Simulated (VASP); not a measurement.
# Hf₆O₁₁: nudged elastic band

Hf₆O₁₁, defect, 17 atoms in the cell. PBE, nudged elastic band; PAW potentials Hf_pv, O (PBE set).

Path: a O atom hops into a neighbouring O vacancy; Moving images: 3; Charge of the cell: 2.

## Input

INCAR.step1:
```
SYSTEM = Hf6O11
PREC = Normal
ENCUT = 400
EDIFF = 1E-6
ISMEAR = 0
SIGMA = 0.05
LREAL = .FALSE.
LASPH = .TRUE.
NELM = 100
ALGO = Normal
LWAVE = .FALSE.
LCHARG = .FALSE.
ISYM = 0
NELECT = 124.0
IBRION = 2
NSW = 100
ISIF = 2
EDIFFG = -0.02
POTIM = 0.5
KPAR = 6
```

INCAR.step3, as INCAR.step1 but for:
```
- IBRION = 2
- ISIF = 2
- EDIFFG = -0.02
- POTIM = 0.5
- KPAR = 6
+ IBRION = 1
+ POTIM = 0.3
+ EDIFFG = -0.05
+ SPRING = -5
+ IMAGES = 3
+ KPAR = 2
```

KPOINTS:
```
k-points
0
Gamma
  3 3 2
```

00/POSCAR:
```
Hf6O11
1.0
    4.8135329900      0.0000000000      0.0000000000
    0.0000000000      4.8135329900      0.0000000000
    0.0000000000      0.0000000000      9.6162462300
Hf O
6 11
Direct
    0.4534840577      0.5465159177      0.1666666681
    0.5084381498      0.4915621157      0.5013347796
    0.5084378780      0.4915618634      0.8319985507
    0.0205692782      0.9794305089      0.9812324278
    0.0205695009      0.9794307054      0.3521009101
    0.9926857360      0.0073142659      0.6666666648
    0.8088140604      0.1911859796      0.4966501253
    0.8088140169      0.1911859521      0.8366832060
    0.6941837869      0.6995625257      0.0070380169
    0.6941835823      0.6995628688      0.3262955386
    0.7013265348      0.6876201742      0.6666664945
    0.3004371420      0.3058164053      0.0070377893
    0.3004374976      0.3058161949      0.3262953190
    0.3123798261      0.2986734705      0.6666668403
    0.1674205657      0.8325794566      0.1666666634
    0.2013866693      0.7986131464      0.5052965106
    0.2013868375      0.7986133289      0.8280368282
```

01/POSCAR:
```
Hf6O11
1.0
    4.8135329900      0.0000000000      0.0000000000
    0.0000000000      4.8135329900      0.0000000000
    0.0000000000      0.0000000000      9.6162462300
Hf O
6 11
Direct
    0.4814953602      0.5185046311      0.1666758841
    0.5100245321      0.4900719698      0.5014013987
    0.5099281362      0.4899753664      0.8319334936
    0.0137916610      0.9861455519      0.9758362909
    0.0138566584      0.9862061249      0.3574911954
    1.0030879882     -0.0030879893      0.6666347250
    0.8116519453      0.1883480315      0.4996785158
    0.8116535254      0.1883465285      0.8336535950
    0.7003201773      0.6907628914      0.0058102731
    0.7003327603      0.6907746773      0.3275219388
    0.7038515026      0.6848983381      0.6666654834
    0.3092274485      0.2996704183      0.0058125955
    0.3092350261      0.2996766055      0.3275242672
    0.3151016692      0.2961484808      0.6666591943
    0.0901232189      0.9098768026      0.1667024283
    0.2056373742      0.7943625062      0.5034857268
    0.2056361360      0.7943639450      0.8298463274
```

02/POSCAR:
```
Hf6O11
1.0
    4.8135329900      0.0000000000      0.0000000000
    0.0000000000      4.8135329900      0.0000000000
    0.0000000000      0.0000000000      9.6162462300
Hf O
6 11
Direct
    0.5120771494      0.4879228334      0.1666732564
    0.5122437824      0.4893592117      0.5015110811
    0.5106407475      0.4877561823      0.8318212606
    0.0109511218      0.9879319427      0.9727966511
    0.0120680797      0.9890488973      0.3605470535
    1.0113057907     -0.0113057206      0.6666812872
    0.8138770288      0.1861215819      0.5018408943
    0.8138790142      0.1861224244      0.8314920671
    0.7060137832      0.6832826996      0.0051780889
    0.7061528862      0.6834217570      0.3281177294
    0.7057768903      0.6829020439      0.6667208293
    0.3165757708      0.2938446043      0.0052156924
    0.3167198208      0.2939886802      0.3281553364
    0.3170980263      0.2942231374      0.6666337532
    0.0116222817      0.9883776035      0.1666153833
    0.2089760525      0.7910225047      0.5019050007
    0.2089768938      0.7910244961      0.8314279683
```

03/POSCAR:
```
Hf6O11
1.0
    4.8135329900      0.0000000000      0.0000000000
    0.0000000000      4.8135329900      0.0000000000
    0.0000000000      0.0000000000      9.6162462300
Hf O
6 11
Direct
    0.5415163592      0.4584836488      0.1666677297
    0.5130048430      0.4870915495      0.5014002142
    0.5129084415      0.4869951590      0.8319323394
    0.0090847935      0.9908524944      0.9758417426
    0.0091496770      0.9909130420      0.3574964082
    1.0198296423     -0.0198296466      0.6666785003
    0.8172942960      0.1827056293      0.5034827000
    0.8172948423      0.1827052978      0.8298505021
    0.7136885313      0.6773976745      0.0058098929
    0.7136974282      0.6774057041      0.3275212471
    0.7078307302      0.6809190508      0.6666782875
    0.3225929856      0.2863017583      0.0058122140
    0.3226036888      0.2863122295      0.3275235707
    0.3190809797      0.2921692363      0.6666720046
   -0.0671792627      1.0671792668      0.1666330701
    0.2112787589      0.7887211755      0.4996824765
    0.2112783850      0.7887216100      0.8336504334
```

04/POSCAR:
```
Hf6O11
1.0
    4.8135329900      0.0000000000      0.0000000000
    0.0000000000      4.8135329900      0.0000000000
    0.0000000000      0.0000000000      9.6162462300
Hf O
6 11
Direct
    0.5694519430      0.4305480749      0.1666666741
    0.5144980146      0.4855022397      0.5013347913
    0.5144977585      0.4855019748      0.8319985367
    0.0023664321      0.9976333673      0.9812324027
    0.0023666366      0.9976335751      0.3521009444
    1.0302501488     -0.0302501543      0.6666666555
    0.8215490397      0.1784508220      0.5052965434
    0.8215492176      0.1784510079      0.8280367911
    0.7224982813      0.6712479353      0.0070380014
    0.7224986409      0.6712477111      0.3262955532
    0.7105560207      0.6783906077      0.6666664968
    0.3287523107      0.2775013270      0.0070377760
    0.3287521029      0.2775016892      0.3262953284
    0.3216094339      0.2894439303      0.6666668435
   -0.1444846005      1.1444846018      0.1666666596
    0.2141218891      0.7858781103      0.4966501416
    0.2141218502      0.7858780598      0.8366831935
```

POSCAR.step1:
```
Hf6O11
1.0
    4.8135329900      0.0000000000      0.0000000000
    0.0000000000      4.8135329900      0.0000000000
    0.0000000000      0.0000000000      9.6162462300
Hf O
6 11
Direct
    0.5000000000      0.5000000000      0.1666666667
    0.5000000000      0.5000000000      0.5000000000
    0.5000000000      0.5000000000      0.8333333333
    0.0000000000      0.0000000000      0.0000000000
    0.0000000000      0.0000000000      0.3333333333
    0.0000000000      0.0000000000      0.6666666667
    0.8050448800      0.1949551200      0.5000000000
    0.8050448800      0.1949551200      0.8333333333
    0.6949551200      0.6949551200      0.0000000000
    0.6949551200      0.6949551200      0.3333333333
    0.6949551200      0.6949551200      0.6666666667
    0.3050448800      0.3050448800      0.0000000000
    0.3050448800      0.3050448800      0.3333333333
    0.3050448800      0.3050448800      0.6666666667
    0.1949551200      0.8050448800      0.1666666667
    0.1949551200      0.8050448800      0.5000000000
    0.1949551200      0.8050448800      0.8333333333
```

POSCAR.step2:
```
Hf6O11
1.0
    4.8135329900      0.0000000000      0.0000000000
    0.0000000000      4.8135329900      0.0000000000
    0.0000000000      0.0000000000      9.6162462300
Hf O
6 11
Direct
    0.5000000000      0.5000000000      0.1666666667
    0.5000000000      0.5000000000      0.5000000000
    0.5000000000      0.5000000000      0.8333333333
    0.0000000000      0.0000000000      0.0000000000
    0.0000000000      0.0000000000      0.3333333333
    0.0000000000      0.0000000000      0.6666666667
    0.8050448800      0.1949551200      0.5000000000
    0.8050448800      0.1949551200      0.8333333333
    0.6949551200      0.6949551200      0.0000000000
    0.6949551200      0.6949551200      0.3333333333
    0.6949551200      0.6949551200      0.6666666667
    0.3050448800      0.3050448800      0.0000000000
    0.3050448800      0.3050448800      0.3333333333
    0.3050448800      0.3050448800      0.6666666667
   -0.1949551200      1.1949551200      0.1666666667
    0.1949551200      0.8050448800      0.5000000000
    0.1949551200      0.8050448800      0.8333333333
```

Commands (each step's output is kept before the next begins):
```
cat potpaw_PBE.64/Hf_pv/POTCAR potpaw_PBE.64/O/POTCAR > POTCAR
cp INCAR.step1 INCAR
cp POSCAR.step1 POSCAR
mpirun -np 6 vasp_std > vasp.out
cp POSCAR.step2 POSCAR
mpirun -np 6 vasp_std > vasp.out
# 00 and 04 hold the relaxed ends, the second shifted as a whole so that the mean position stays; the images between are interpolated (pair-distance (IDPP))
cp INCAR.step3 INCAR
mpirun -np 6 vasp_std > vasp.out
```

## Result

- Barrier (eV): 3.133
- Barrier of the reverse step (eV): 3.133
- Energy of the second end over the first (eV): 0.000
- Top of the path (share of its length): 0.50
- Length of the path (Å): 3.26
- Steps of the band: 17
- Ionic steps, all stages: 69
- Electronic steps, all stages: 751

Energy along the relaxed band:

| Image | Distance along the path (Å) | Energy above the first end (eV) | Slope along the path (eV/Å) | Largest force across the path (eV/Å) |
|---|---|---|---|---|
| 0 | 0.000 | 0.000 | relaxed end |  |
| 1 | 0.815 | 1.540 | 3.831 | 0.042 |
| 2 | 1.630 | 3.133 | -0.036 | 0.009 |
| 3 | 2.445 | 1.522 | -3.832 | 0.043 |
| 4 | 3.261 | 0.000 | relaxed end |  |

The cell is HfO2 (18 atoms) with one O atom missing.

The two ends have the same energy within 0.01 eV.

Limits: the cell holds 17 atoms, so the vacancy or interstitial meets its own images and the barrier isn't that of a lone defect; the cell is charged against a uniform background; the barrier compares two equally charged cells; the atom stays on the straight, symmetric line between the sites, so the barrier is an upper bound: a way around it wasn't tried.

VASP 6.6.1 took 868 s on 6 cores (Intel Xeon Platinum 8488C (Sapphire Rapids)), a shared host.
